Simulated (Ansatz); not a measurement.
# Sn (Fd-3m) in Ansatz: further runs

One crystal, Sn, is run at these levels: PBE+D3(BJ)-ATM; tasks: single point, Wannier functions.

Program: Ansatz 0.2.0. These are calculated values, not measurements. Logs are shortened: lines on timing, memory, paths and dates and some standing lists are left out, and cuts for length are marked.

## (1) The structure

The structure is cubic, space group Fd-3m (No. 227). The conventional cell has a = 6.467 Å, b = 6.467 Å, c = 6.467 Å, α = 90.00°, β = 90.00°, γ = 90.00°. Around Sn (site symmetry -43m) lie 4 Sn at 2.80 Å.

This isn't the form of Sn at room conditions, which is tetragonal (white tin).

## (2) Single point, PBE+D3(BJ)-ATM, 33.80 Å³/atom

Input file input.yaml:

```yaml
crystal:
  lattice:
    - [0.0, 3.2333428, 3.2333428]
    - [3.2333428, 0.0, 3.2333428]
    - [3.2333428, 3.2333428, 0.0]
  atoms:
    - { symbol: Sn, position_ang: [4.8500142, 4.8500142, 4.8500142] }
    - { symbol: Sn, position_ang: [3.2333428, 3.2333428, 3.2333428] }
hamiltonian:
  xc: pbe
  pseudopotentials: { kind: nc }
  dispersion: d3bjatm
kpoints:
  mp_grid: { grid: [7, 7, 7] }
scf:
  occupations: { method: fermi_dirac, width: 0.05 }
output:
  forces: true
  stress: true
  eigenvalues: true
  write_density: true
  write_potential: true
  elf: true
  volumetric_format: npy
```

Potentials or basis: Ansatz NC.

Command:

```console
ansatz run input.yaml --threads 1 --pin off --max-ram 2560MiB --backend cpu --events-out ev --progress --plain --runs-dir out
```

Output:

```text
Warning: RAYON_NUM_THREADS=1 ignored (pool sized by the plan → 1); use --threads N
Engine: ansatz 0.2.0, aarch64-unknown-linux-gnu
Pseudopotentials: kind: nc
Pseudopotential: Sn, nc, valence charge 14, recommended cutoff 979.609905 eV (normal), Sn.nc.azcp
Functional definition: PBE
  parameter kappa = 0.804
  parameter beta = 0.06672455060314922
  exchange = pbe_x(kappa = kappa, mu = beta*pi^2/3)
  correlation = pbe_c(beta = beta)
Crystal: 2 atoms, lattice volume = 67.606 Å³
Basis set: ecut = 979.609905 eV, 4693 PW (Γ), exchange–correlation on 96×96×96 points (8 copies of the dense FFT grid, shifted against one another)
Bands: 18, of which v1, the nominal top of the filled ones, is band 14 counted from 1 (13 counted from 0)
Symmetry: 48 space group operations
Space group: Fd-3m (ITA 227), of the structure as read, at distance tolerance 4.1e-5 Å
k-points: 20 of 343
Non-local potential: Sn, projectors of the file, l = 0: 3, l = 1: 3, l = 2: 2, l = 3: 2
Initial density: superposition of atomic densities (chi_scale 0.1, normalization cell)
Initial wavefunctions: pseudopotential atomic-orbital guess
Functional: x = pbe(κ = 0.804, μ = 0.2195149727645171), c = pbe(β = 0.06672455060314922)
SCF iter   1: F=—  HF=-4416.485783 eV  |F-HF|=—  |Δ(HF+E_count)|=         —  Δρ=2.29e-2  dr2=3.54e-1  ethr=3.10e-3  ⟨swp⟩=9.5  Hψ=2561  notcnv=0
preconditioner: auto → none  [insulator: Δε(μ)=0.347 eV  Ē_g=20.129 eV  σ=0.050 eV  W_gap=0.80  n_scr=14 (ndim 8)  ℏωp=23.9 eV  f_vac=0.004  D(μ)=0.20/eV (n_scr^D=0)  ε∞_Penn≈2.4]
SCF iter   2: F=—  HF=-4416.440858 eV  |F-HF|=—  |Δ(HF+E_count)|=   4.49e-2  Δρ=1.08e-2  dr2=7.01e-2  ethr=1.26e-3  ⟨swp⟩=3.4  Hψ=727  notcnv=0
SCF iter   3: F=—  HF=-4416.437458 eV  |F-HF|=—  |Δ(HF+E_count)|=   3.40e-3  Δρ=1.32e-3  dr2=3.82e-4  ethr=2.50e-4  ⟨swp⟩=5.0  Hψ=903  notcnv=0
SCF iter   4: F=—  HF=-4416.437409 eV  |F-HF|=—  |Δ(HF+E_count)|=   4.87e-5  Δρ=3.26e-4  dr2=5.92e-5  ethr=1.37e-6  ⟨swp⟩=4.2  Hψ=888  notcnv=0
SCF iter   5: F=—  HF=-4416.437324 eV  |F-HF|=—  |Δ(HF+E_count)|=   8.52e-5  Δρ=2.57e-5  dr2=6.55e-7  ethr=2.12e-7  ⟨swp⟩=3.1  Hψ=771  notcnv=0
SCF iter   6: F=-4416.437324 eV  HF=-4416.437324 eV  |F-HF|=1.34e-8  |Δ(HF+E_count)|=   3.30e-7  Δρ=7.76e-6  dr2=3.01e-8  ethr=3.57e-10  ⟨swp⟩=19.8  Hψ=4156  notcnv=0
SCF 1 converged in 6 iterations: F = -4416.437324 eV  dr2 = 3.01e-8
  Residual-converged pass: ⟨swp⟩=1.2  Hψ=456  notcnv=0  max |occ|·‖R‖ = 6.9e-9 eV (tolerance 1.0e-8 eV)  dr2=3.01e-8  max |Δocc| = 4.3e-14
SCF converged after 6 iterations
Free energy (F): -4416.437324 eV
Harris-Foulkes:  -4416.437324 eV  (|F-HF|=1.34e-8)
Internal energy: -4416.435553 eV  (E = F + TS)
E sigma→0 (E₀):  -4416.436439 eV
Entropy (-TS):   -0.001770 eV (-0.885 meV/atom)
Fermi energy:    8.103515 eV
--- Per-component energies (eV) ---
  E_band       = -240.437880
  E_kinetic    = 2712.697059
  E_local      = -2405.167657  (includes V_loc(G=0)·N_el)
  E_nonlocal   = -2279.670087
  E_hartree    = 1222.879028
  E_xc         = -1315.551813
  E_vxc        = -714.057337  (∫ρ·V_xc dr)
  E_ewald      = -2351.022677
  E_disp       = -0.599406  (pairwise vdW)
  E_smearing   = -0.001770  (= −TS)
  E_closure    = 0.000000  (closes the sum)
  Σ components = -4416.437324   (vs F -4416.437324, Δ=0.00e0)
--- Forces (eV/Å), atoms counted from 1 ---
  atom   1  Sn     0.00000000     0.00000000    -0.00000000
  atom   2  Sn    -0.00000000     0.00000000    -0.00000000
  max |Σ_I F_I| component: 1.33e-17 eV/Å
--- Stress (GPa, compression-positive) ---
        2.334561       0.000000       0.000000
       -0.000000       2.334561      -0.000000
        0.000000       0.000000       2.334561
  P = ⅓ Tr σ = 2.3346 GPa (23.346 kbar)
--- Band table (eV; the first three rows and the last of 20) ---
  k-point 0: bands = ["-13.5886", "-13.5886", "-13.5886", "-13.5285", "-13.5285", "-13.2094", "-13.2094", "-13.2094", "-13.2003", "-13.2003", "-2.5576", "7.5584", "8.2064", "8.2064", "8.2064", "10.2805", "10.2805", "10.2805"]
  k-point 1: bands = ["-13.6022", "-13.6022", "-13.5836", "-13.5090", "-13.5090", "-13.2360", "-13.2360", "-13.2157", "-13.1773", "-13.1773", "-2.3586", "5.6936", "7.8490", "7.8490", "8.7398", "10.7375", "10.7375", "11.2046"]
  k-point 2: bands = ["-13.6182", "-13.6182", "-13.5722", "-13.4815", "-13.4815", "-13.2598", "-13.2598", "-13.2302", "-13.1598", "-13.1598", "-1.7929", "3.5865", "7.3265", "7.3265", "8.4126", "11.2773", "11.2773", "13.2002"]
  k-point 19: bands = ["-13.6638", "-13.6508", "-13.4791", "-13.4093", "-13.3906", "-13.3572", "-13.3515", "-13.2967", "-13.1214", "-13.1087", "0.1796", "1.0824", "4.7454", "5.5658", "10.3437", "12.0741", "12.6870", "12.6920"]
```

v_z.tsv:

```text
# z_ang	v_es[eV]	v_tot[eV]
# format = ansatz-planar-average/11
# xc	pbe
# density_cutoff_ev	3918.43962
# datasets	Sn=:simpson_from_first_knot
# lattice	0.000000000	3.233342800	3.233342800
# lattice	3.233342800	0.000000000	3.233342800
# lattice	3.233342800	3.233342800	0.000000000
# sites	2
# site	50	4.850014200	4.850014200	4.850014200
# site	50	3.233342800	3.233342800	3.233342800
0.000000	8.875059e0	2.217113e0
0.095263	9.356262e0	2.902645e0
0.190527	9.730542e0	3.433510e0
0.285790	1.001465e1	3.832953e0
0.381053	1.021446e1	4.115710e0
0.476316	1.033254e1	4.285628e0
[... 40 lines left out ...]
4.382111	7.699683e0	4.677187e-1
4.477374	8.293371e0	1.379272e0
```

It took 5.1 s on 1 thread of Arm Neoverse V2, shared host; peak memory 0.38 GiB.

Results:

* Free energy: -4416.4373 eV
* Pressure: 2.3 GPa
* Band gap on the k mesh: none (metal or under the smearing width)

Caveat: pairwise dispersion overbinds metals, which lowers pressure and volume.

## (3) Wannier functions, PBE+D3(BJ)-ATM

input.yaml, as its differences from that of step 2:

```diff
@@ -16,9 +16,14 @@
   occupations: { method: fermi_dirac, width: 0.05 }
+  n_extra_bands: 14
 output:
-  forces: true
-  stress: true
   eigenvalues: true
-  write_density: true
-  write_potential: true
-  elf: true
-  volumetric_format: npy
+  wannier:
+    kmesh: [6, 6, 6]
+    projections:
+      - { site: 0, l: s }
+      - { site: 0, l: p }
+      - { site: 1, l: s }
+      - { site: 1, l: p }
+    minimise: true
+    write_xyz: true
+    disentanglement: { window: [-7.9, 24.1], frozen_window: [-4.9, 8.6] }
```

Input file wannier.win:

```
! ansatz wannier90 interface
! projections by site (counted from 0) and shell: 0 5S, 0 5P, 1 5S, 1 5P
! states of the run's bands (counted from 1): 1-30
num_bands = 30
num_wann  = 8
num_iter  = 2000
dis_win_min = -7.9
dis_win_max = 24.1
dis_froz_min = -4.9
dis_froz_max = 8.6
dis_num_iter = 10000
guiding_centres = true
write_xyz = true

begin unit_cell_cart
Ang
                      0.0                3.2333428                3.2333428
                3.2333428                      0.0                3.2333428
                3.2333428                3.2333428                      0.0
end unit_cell_cart

begin atoms_frac
Sn        0.7500000000000002       0.7500000000000002       0.7500000000000002
Sn        0.5000000000000001       0.5000000000000001       0.5000000000000001
end atoms_frac

mp_grid = 6 6 6

begin kpoints
                      0.0                      0.0                      0.0
                      0.0                      0.0      0.16666666666666666
                      0.0                      0.0       0.3333333333333333
                      0.0                      0.0                      0.5
                      0.0                      0.0       0.6666666666666666
                      0.0                      0.0       0.8333333333333334
[... 208 lines left out ...]
       0.8333333333333334       0.8333333333333334       0.6666666666666666
       0.8333333333333334       0.8333333333333334       0.8333333333333334
end kpoints

fermi_energy = 8.10562897870343

begin projections
f=0.7500000000000002,0.7500000000000002,0.7500000000000002: s
f=0.7500000000000002,0.7500000000000002,0.7500000000000002: p
f=0.5000000000000001,0.5000000000000001,0.5000000000000001: s
f=0.5000000000000001,0.5000000000000001,0.5000000000000001: p
end projections
```

Input file wannier_centres.xyz:

```xyz
10
Wannier centres, written by ansatz wannier90 interface
X          5.30937173       4.39065667       4.39065667
X          5.30937173       5.30937173       5.30937173
X          4.39065667       4.39065667       5.30937173
X          4.39065667       5.30937173       4.39065667
X          2.77398527       2.77398527       2.77398527
X          3.69270033       3.69270033       2.77398527
X          3.69270033       2.77398527       3.69270033
X          2.77398527       3.69270033       3.69270033
Sn         4.85001420       4.85001420       4.85001420
Sn         3.23334280       3.23334280       3.23334280
```

Potentials or basis: Ansatz NC.

Command:

```console
ansatz run input.yaml --threads 1 --pin off --max-ram 2560MiB --backend cpu --events-out ev --progress --plain --runs-dir out
```

Output:

```text
Warning: RAYON_NUM_THREADS=1 ignored (pool sized by the plan → 1); use --threads N
scf.n_extra_bands = 14 over 14 filled bands (N_el = 28.0): the run solves 28 bands
[... 8 set-up lines as earlier in the session ...]
Crystal: 2 atoms, lattice volume = 67.606 Å³
Basis set: ecut = 979.609905 eV, 4693 PW (Γ)
Bands: 28, of which v1, the nominal top of the filled ones, is band 14 counted from 1 (13 counted from 0)
[... 2 set-up lines as earlier in the session ...]
k-points: 20 of 343
[... 4 set-up lines as earlier in the session ...]
[... 12 lines left out ...]
the Wannier pass solved 19 of the 216 points of its mesh, and has the states at the others by symmetry: states obtained by the crystal's operations at points that were solved too leave a residual of 1.32e-12 eV (read by the count's bands and the next), within 4.17e-6 eV
SCF converged after 6 iterations
Free energy (F): -4416.437324 eV
Harris-Foulkes:  -4416.437324 eV  (|F-HF|=5.91e-9)
Internal energy: -4416.435553 eV  (E = F + TS)
E sigma→0 (E₀):  -4416.436439 eV
Entropy (-TS):   -0.001771 eV (-0.885 meV/atom)
Fermi energy:    8.103522 eV
--- Per-component energies (eV) ---
  E_band       = -240.442305
  E_kinetic    = 2712.707524
  E_local      = -2405.172304  (includes V_loc(G=0)·N_el)
  E_nonlocal   = -2279.679512
  E_hartree    = 1222.884033
  E_xc         = -1315.553211
  E_vxc        = -714.058781  (∫ρ·V_xc dr)
  E_ewald      = -2351.022677
  E_disp       = -0.599406  (pairwise vdW)
  E_smearing   = -0.001771  (= −TS)
  E_closure    = 0.000000  (closes the sum)
  Σ components = -4416.437324   (vs F -4416.437324, Δ=0.00e0)
--- Band table (eV; the first three rows and the last of 20) ---
  k-point 0: bands = ["-13.5888", "-13.5888", "-13.5888", "-13.5288", "-13.5288", "-13.2096", "-13.2096", "-13.2096", "-13.2006", "-13.2006", "-2.5575", "7.5583", "8.2065", "8.2065", "8.2065", "10.2805", "10.2805", "10.2805", "13.1509", "16.0946", "16.0946", "16.4556", "16.4556", "16.4556", "19.0123", "25.8473", "25.8473", "25.8473"]
  k-point 1: bands = ["-13.6024", "-13.6024", "-13.5839", "-13.5093", "-13.5093", "-13.2362", "-13.2362", "-13.2159", "-13.1776", "-13.1776", "-2.3586", "5.6937", "7.8491", "7.8491", "8.7398", "10.7375", "10.7375", "11.2046", "14.0751", "15.1235", "15.1235", "15.9476", "18.1226", "18.1226", "20.3167", "24.3271", "24.3271", "25.8104"]
  k-point 2: bands = ["-13.6184", "-13.6184", "-13.5724", "-13.4818", "-13.4818", "-13.2601", "-13.2601", "-13.2305", "-13.1601", "-13.1601", "-1.7929", "3.5865", "7.3266", "7.3266", "8.4126", "11.2773", "11.2773", "13.2002", "14.3225", "15.1427", "15.1427", "17.3475", "20.4397", "20.4397", "21.5801", "21.5801", "22.4777", "22.9755"]
  k-point 19: bands = ["-13.6640", "-13.6510", "-13.4793", "-13.4095", "-13.3909", "-13.3574", "-13.3517", "-13.2970", "-13.1217", "-13.1089", "0.1796", "1.0825", "4.7454", "5.5658", "10.3437", "12.0741", "12.6869", "12.6920", "15.8964", "16.8727", "18.6704", "19.1860", "20.2906", "20.5429", "22.2742", "22.3650", "23.0519", "23.8861"]
Wannier search: line search 1 of at most 10000: gauge-dependent spread (as the search counts it) 6.5724773 Å², largest recent change 1.7e0 Å² and fall left 1.4e-3 Å² against conv_tol 1.0e-10 Å², 0 stops escaped
```

wannier.spreads.toml:

```text
omega_i_ang2 = 12.766806827890662
omega_d_ang2 = 0.02416946711217654
omega_od_ang2 = 1.7844799089199614
omega_total_ang2 = 14.5754562039228
least_projectability = 0.7746611463090446
b_vectors_match_mmn = true
n_iter = 26
converged = true
rejected_fitted_steps = 0
dis_converged = true
dis_n_iter = 211
dis_n_moved = 0
dis_level_miss = 0.004222848335670835

[[wannier]]
r = [3.6927003332357615, 3.692700333064515, 2.7739852671513408]
spread = 1.8219320243994375

[[wannier]]
r = [5.309371733236029, 4.390656667016916, 4.390656667286017]
spread = 1.8219320247949895

[[wannier]]
r = [2.773985267293382, 3.6927003326239016, 3.692700333202888]
spread = 1.8219320253238749

[[wannier]]
r = [4.3906566663776285, 5.3093717320010985, 4.390656667048939]
spread = 1.8219320255276301

[[wannier]]
r = [4.3906566679228645, 4.3906566673118865, 5.309371733547336]
spread = 1.8219320257886125

[[wannier]]
r = [5.309371732440611, 5.309371733700365, 5.309371732148953]
spread = 1.821932025885232

[[wannier]]
r = [3.6927003324489207, 2.7739852666948837, 3.6927003325114605]
spread = 1.821932025916304

[[wannier]]
r = [2.773985266992132, 2.7739852675984773, 2.7739852671665233]
spread = 1.821932026286003

[[curvature_check]]
after_line_search = 10
omega_tilde_before_ang2 = 6.567502447221144
krylov_steps = 49
lowest_ritz_value_ang2 = -3.8664526642650934
residual_ang2 = 1.304472968347109e-10
settled = true
first_negative_step = 3
curvature_along_ang2 = -1.0814542534713325
angle_rad = 1.5707963267948966
omega_tilde_after_ang2 = 4.101165282113964
outcome = "escaped"

[[curvature_check]]
after_line_search = 26
omega_tilde_before_ang2 = 1.808649376032138
krylov_steps = 26
lowest_ritz_value_ang2 = 1.7753519228853862
residual_ang2 = 6.543656077859388e-9
settled = true
outcome = "no-negative-curvature"
```

Wall time 28 s (1 thread of Arm Neoverse V2, shared host); peak memory 0.81 GiB.

Results:

| Property | Result |
| --- | --- |
| Free energy | -4416.4373 eV |
| Band gap on the k mesh | none (metal or under the smearing width) |
| Total Wannier spread | 14.58 Å² over 8 functions |

Levels at points of the mesh, in eV from the Fermi level:
```csv
k point,band 11,band 12,band 13,band 14,band 15,band 16,band 17,band 18
"(0.00, 0.00, 0.00)",-10.66,-0.55,0.10,0.10,0.10,2.18,2.18,2.18
```

Wannier centres (Å) and spreads (Å²):
| function | x | y | z | spread |
| --- | --- | --- | --- | --- |
| 1 | 3.693 | 3.693 | 2.774 | 1.822 |
| 2 | 5.309 | 4.391 | 4.391 | 1.822 |
| 3 | 2.774 | 3.693 | 3.693 | 1.822 |
| 4 | 4.391 | 5.309 | 4.391 | 1.822 |
| 5 | 4.391 | 4.391 | 5.309 | 1.822 |
| 6 | 5.309 | 5.309 | 5.309 | 1.822 |
| 7 | 3.693 | 2.774 | 3.693 | 1.822 |
| 8 | 2.774 | 2.774 | 2.774 | 1.822 |

Caveat: pairwise dispersion overbinds metals, which lowers pressure and volume; some levels weren't fully converged.
